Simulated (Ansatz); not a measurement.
# From formation energies to a reaction energy: InAs5

All numbers below come from DFT PBE, scalar-relativistic, plane waves, PAW (Ansatz 0.2.0). Settings: cutoff 420 eV, Γ-centred meshes spaced at most about 0.3 Å⁻¹, and about 0.25 Å⁻¹ or finer for metals (2π included), Gaussian smearing. No spin polarisation.

Formation energies are uncorrected and refer to the elements' standard structures at the same level.

All energies are static (0 K, no zero-point motion). The reference form of As is held partly by dispersion forces, which this level lacks.

A trial structure of InAs5 (reached from: random cell; relaxed: space group P6/mmm (No. 191), a = 4.952 Å, c = 6.378 Å) has a formation energy of 0.274 eV/atom. It holds As–As pairs (shortest 2.49 Å). At its composition the lowest mixture among the elements and 2 reference phases computed alike (others may be missing) consists of these:

```
       phase   source  ΔE_f (eV/atom)
  As (solid)  element          -0.001
InAs (F-43m)      COD          -0.244
```

The lowest database cell of As (-0.001) lies slightly below the reference, hence the non-zero entry.

Problem. Write the balanced decomposition and find its energy per atom, per formula unit and per mole of formula units.

Solution. Balancing In and As gives InAs5 → 4 As + InAs. The left side holds 6 atoms, and the products take 4/6 (As) and 2/6 (InAs) of them. The mixture therefore lies at 4/6 × (-0.001) + 2/6 × (-0.244) = -0.082 eV/atom. The reaction energy is -0.082 − (0.274) = -0.356 eV/atom. Times 6 atoms that is -2.136 eV per InAs5, and times 96.485 it is -206 kJ per mole of InAs5. Decomposition is downhill, so the trial structure is unstable against this mixture.
